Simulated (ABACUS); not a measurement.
TiO2 in ABACUS: the effect of basis

The system is TiO2.

```
Ti O
1.0
     4.63030    0.00000    0.00000
     0.00000    4.63030    0.00000
     0.00000    0.00000    2.97881
Ti O
2 4
Direct
  0.00000 0.00000 0.50000
  0.50000 0.50000 0.00000
  0.30432 0.30432 0.50000
  0.19568 0.80432 0.00000
  0.80432 0.19568 0.00000
  0.69568 0.69568 0.50000
```

The cell is a database's computed one.

The cell isn't the ideal one: volume scaled by 1.02.

Alike in all runs:

| Quantity | Value |
| --- | --- |
| Program | ABACUS 3.10.1 |
| Task | equation of state |
| Functional | PBE |
| Potentials or basis | PseudoDojo NC SR 0.4.1 PBE standard |
| k mesh | 4 × 4 × 6 |
| Occupations | fermi-dirac, width 0.05 eV |
| Spin | no spin polarisation |

```csv
basis,cutoff,gap on the mesh (eV),pressure (GPa),largest force (eV/Å)
DZP,1361 eV,1.75,0.1,0.12
TZDP,1361 eV,1.80,-0.4,0.09
pw,1143 eV,?,?,?
```

Task: What does the run with basis pw give?

Result: gap on the mesh 1.83 eV; pressure -1.0 GPa; largest force 0.11 eV/Å.

Caveats: the atomic orbitals were generated for these runs and aren't a published set (some runs); the basis of atomic orbitals isn't converged, which shifts pressures, moduli and gaps (some runs); there are fewer bands than atomic start orbitals, so a level may be missed at k points of high symmetry (some runs).

A k mesh can miss the band edges.
